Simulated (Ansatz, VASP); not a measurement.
**ZnSe: VASP beside Ansatz**

```
Zn Se
1.0
     0.00000    2.78377    2.78377
     2.78377    0.00000    2.78377
     2.78377    2.78377    0.00000
Zn Se
1 1
Cartesian
  0.0000 0.0000 0.0000
  4.1757 4.1757 4.1757
```

Alike in both runs: functional LDA; k mesh 8 × 8 × 8; occupations gaussian, width 0.02 eV; no spin polarisation.

Ansatz relaxed the structure, and its values are those at the end. VASP's run is a single point on that final structure, the one shown.

|  | VASP | Ansatz |
| --- | --- | --- |
| version | VASP 6.6.1 | Ansatz 0.2.0 |
| potentials or method | VASP PAW LDA potentials, release 64 (Zn, Se) | scalar-relativistic, plane waves, PAW |
| plane-wave cutoff (eV) | 520 | 420 |
| valence electrons in the cell | 18 | 28 |

Ansatz gave:

| Item | Value |
| --- | --- |
| gap on the k mesh at the Fermi level (eV) | 1.25 |
| least direct gap on the mesh (eV) | 1.25 |
| pressure (GPa) | 0.0 |

What did VASP give for the same quantities?

gap on the k mesh at the Fermi level (eV): 1.29; least direct gap on the mesh (eV): 1.29; pressure (GPa): 0.4.

The two sets of potentials don't hold the same shells in valence.

As with any semilocal functional, this LDA gap is likely too small.
